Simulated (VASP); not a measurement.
Here is a VASP 6.6.1 calculation.

Contents of INCAR:

```
SYSTEM = MoP
PREC     = Accurate       ! precision mode
ENCUT    = 600            ! plane-wave cutoff, eV
EDIFF    = 1E-6           ! SCF threshold, eV
ISMEAR   = 1              ! smearing method
SIGMA    = 0.1            ! smearing width, eV
LREAL    = .False.        ! projectors in reciprocal space
LASPH    = .True.         ! aspherical terms in the spheres
NELM     = 120            ! most SCF steps
ALGO     = Normal         ! electronic algorithm
ISIF     = 3              ! what is computed and relaxed
LWAVE    = .False.        ! write WAVECAR
LCHARG   = .False.        ! write CHGCAR
GGA      = PE             ! functional
IBRION   = 2              ! ionic algorithm
NSW      = 80             ! ionic steps
EDIFFG   = -0.005         ! ionic threshold
KPAR     = 2
```

KPOINTS

```
regular mesh
0
Gamma
  15 15 14
  0 0 0
```

File POSCAR:

```
MoP
1.0
    3.2347551000      0.0000000000      0.0000000000
   -1.6173775000      2.8013801000      0.0000000000
    0.0000000000      0.0000000000      3.1822788000
Mo P
1 1
Direct
    0.0000000000      0.0000000000      0.0000000000
    0.3333333300      0.6666666700      0.5000000000
```

Potentials or basis: VASP PAW PBE potentials, release 64 (Mo_sv, P).

The run is started by

```console
$ cat potpaw_PBE.64/Mo_sv/POTCAR potpaw_PBE.64/P/POTCAR > POTCAR
$ mpirun -np 2 vasp_std > vasp.out
```

**Question.** Predict the band gap on the k mesh.

**Answer.** None (metal or under the smearing width).

**Question.** What does it give for the relaxed volume?

**Answer.** 14.53 Å³/atom.

Final structure:
```xyz
2
Lattice="3.2411 0.0000 0.0000 -1.6205 2.8068 0.0000 0.0000 0.0000 3.1952" Properties=species:S:1:pos:R:3 pbc="T T T"
Mo    0.0000    0.0000    0.0000
P     0.0000    1.8712    1.5976
```
